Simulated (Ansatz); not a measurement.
# WC: how the settings move a single-point run

Aim: see which settings change the result for WC, by how much, and at what cost.

Program: Ansatz 0.2.0. Level of theory: reference: DFT, PBEsol, all-electron LAPW, scalar-relativistic. These are calculated values, not measurements.

## Step 1: The system as given

The structure is hexagonal, space group P-6m2 (No. 187). The conventional cell has a = 2.901 Å, b = 2.901 Å, c = 2.829 Å, α = 90.00°, β = 90.00°, γ = 120.00°. W (site symmetry -6m2) has 6 C at 2.19 Å in its first shell of neighbours. C (site symmetry -6m2) has 6 W at 2.19 Å in its first shell of neighbours.

As a file:

```
W C
1.0
     2.90050    0.00000    0.00000
    -1.45025    2.51191    0.00000
     0.00000    0.00000    2.82900
W C
1 1
Direct
  0.00000 0.00000 0.00000
  0.66667 0.33333 0.50000
```

## Step 2: Baseline

Input file input.yaml:

```yaml
crystal:
  lattice:
    - [2.900501436, 0.0, 0.0]
    - [-1.450250718, 2.5119079273, 0.0]
    - [0.0, 0.0, 2.829]
  atoms:
    - { symbol: W, position: [0.0, 0.0, 0.0] }
    - { symbol: C, position: [0.6666666667, 0.3333333333, 0.5] }
kpoints:
  mp_grid: { grid: [13, 13, 12] }
  band_path:
    path:
      - [0.0, 0.0, 0.0]
      - [0.5, 0.0, 0.0]
      - [0.3333333333, 0.3333333333, 0.0]
      - [0.0, 0.0, 0.0]
      - [0.0, 0.0, 0.5]
      - [0.5, 0.0, 0.5]
      - [0.3333333333, 0.3333333333, 0.5]
      - [0.0, 0.0, 0.5]
      - [0.5, 0.0, 0.5]
    npoints: 5
scf:
  occupations: { method: fermi_dirac, width: 0.05 }
hamiltonian:
  xc: pbesol
  pseudopotentials: { kind: all_electron, lapw: { basis_error: 0.001 } }
output:
  forces: true
  stress: true
  eigenvalues: true
```

On the command line:

```bash
ansatz run input.yaml --threads 1 --pin off --max-ram 2048MiB --backend cpu --events-out ev --progress --plain --runs-dir out
```

## Step 3: Variant: preconditioner none

Changes to input.yaml since step 2:

```diff
@@ -24,2 +24,3 @@
   occupations: { method: fermi_dirac, width: 0.05 }
+  mixing: { preconditioner: none }
 hamiltonian:
```

Q: Predict the outcome of this session. Wanted: for each run, ending; energy change; pressure; gap; force.

**Answer**, as computed:

```
                   run     ending  energy change  pressure (GPa)  gap (eV)  force (eV/Å)  cycles  time
             reference  converged              0            -0.8      0.00          0.00       8  53 s
1: preconditioner none  converged   0.0 meV/atom            -0.8      0.00          0.00       8  59 s
```

Residual by cycle in the longest SCF loop of each run; runs are numbered as in the table. The quantity is the density residual dr2, in eV.

```
cycle  reference    run 1
    1       3.79     3.79
    2      0.128     1.85
    3      0.013   0.0285
    4     0.0014  0.00131
    5     2.3e-4   3.8e-4
    6     1.5e-6   1.4e-5
    7     1.3e-7   6.3e-8
    8     1.0e-9   1.2e-9
```

Energy and cycle count are those of the reference, so the change (mixing) left the result and the number of cycles as they were. The reference has no spin polarisation; with W present, a magnetic state may lie lower.
